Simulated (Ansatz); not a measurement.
Born–Oppenheimer molecular dynamics of a periodic cell of 12 atoms, TiO$_{2}$ (start crystal TiO2, start structure I4_1/amd, volume 1.15 times the crystal's). It goes on from the last frame of an earlier run, with new velocities.

Method: DFT PBEsol, scalar-relativistic, plane waves, PAW (Ansatz 0.2.0). Settings: accuracy low, PAW set soft_1, cutoff 420 eV, k mesh 3x3x1, fermi-dirac smearing 0.3 eV, no spin polarisation.

- ensemble: NVT, Langevin thermostat
- time step: 0.75 fs
- steps asked: 309
- set temperature: 2800 K
- friction: 0.02 /fs
- temperature schedule: 232 steps to 300 K, then 77 steps to 300 K
- seed: 186560

First frame:

```xyz
12
Lattice="3.9655 0.0000 0.0000 0.0000 3.9655 0.0000 0.0000 0.0000 9.9677" Properties=species:S:1:pos:R:3
Ti 0.586 -0.057 0.360
Ti -0.292 2.255 2.811
O -0.138 -0.120 2.978
O 0.142 2.851 5.330
O 0.250 2.157 0.953
O 0.347 0.560 8.564
Ti 2.374 2.306 5.380
Ti 2.499 0.527 8.025
O 2.564 2.628 8.105
O 2.467 0.438 10.332
O 2.858 0.645 6.489
O 1.965 2.153 3.552
```

(1) What does the run give?

(2) What happens to the structure?

(3) How do temperature and energy run in time?

Answers

(1) All steps were run.

```
steps done                                               : 309
time covered                                             : 231.75 fs
mean temperature over the second half                    : 966 K
spread of the potential energy over the second half      : 68.1 meV per atom
mean potential energy of the second half above the start : -344.7 meV per atom
```

The schedule's set-point averaged 509 K over the second half and the system 966 K, so it lags behind the ramp. A run of 0.23 ps of so small a system gives no equilibrium averages. Limits of this set-up: coarse k mesh, PAW files made for another functional, low accuracy level.

(2) Mean squared displacements from the first frame to the last, about the centre of mass: Ti 0.19 Å², O 0.27 Å². Another seed would give other details.

(3) 
| time (fs) | T (K) | potential energy less start (eV) |
| --- | --- | --- |
| 0 | 2567 | 0.000 |
| 11.25 | 2575 | 0.312 |
| 22.5 | 2724 | 0.278 |
| 33.75 | 2372 | 0.439 |
| 45 | 2366 | 0.212 |
| 56.25 | 3154 | -0.721 |
| 67.5 | 4196 | -3.080 |
| 78.75 | 3466 | -2.623 |
| 90 | 2098 | -1.646 |
| 101.25 | 2047 | -1.959 |
| 112.5 | 2068 | -2.772 |
| 123.75 | 1653 | -2.904 |
| 135 | 1002 | -2.701 |
| 146.25 | 1022 | -3.354 |
| 157.5 | 1115 | -4.128 |
| 168.75 | 1109 | -4.460 |
| 180 | 1083 | -4.711 |
| 191.25 | 918 | -4.833 |
| 202.5 | 682 | -4.866 |
| 213.75 | 507 | -4.823 |
| 225 | 353 | -4.747 |

The run took 24 min on 1 thread of Arm Neoverse V1 (shared host), peak memory 0.43 GiB.
